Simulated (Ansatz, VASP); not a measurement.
Al2Cu: VASP beside Ansatz

```xyz
3
Lattice="4.0842 0.0000 0.0000 0.0000 4.0842 0.0000 0.0000 0.0000 2.8459" Properties=species:S:1:pos:R:3 pbc="T T T"
Al    2.0421    0.0000    1.4229
Al    0.0000    2.0421    1.4229
Cu    0.0000    0.0000    0.0000
```

The cell comes from a database or a generator and needn't be the stable form of this composition.

Alike in both runs: task single point; functional PBEsol; k mesh 10 × 10 × 14; occupations gaussian, width 0.15 eV; no spin polarisation.

|  | VASP | Ansatz |
| --- | --- | --- |
| version | VASP 6.6.1 | Ansatz 0.2.0 |
| potentials or method | VASP PAW PBE potentials, release 64 (Al, Cu) | scalar-relativistic, plane waves, PAW |
| plane-wave cutoff (eV) | 520 | 520 |
| valence electrons in the cell | 17 | 25 |

Ansatz gave:

| Item | Value |
| --- | --- |
| gap on the k mesh at the Fermi level (eV) | none |
| pressure (GPa) | 0.1 |

Question: Estimate VASP's values.

Answer: gap on the k mesh at the Fermi level (eV): none; pressure (GPa): 0.2.

A gap of «none» marks a metal or a gap that the smearing closes. The two sets of potentials don't hold the same shells in valence. Ansatz warned: «pseudo_functional_mismatch».

Caveats: the PAW data sets were made with another functional, which shifts forces and pressure a little (VASP).
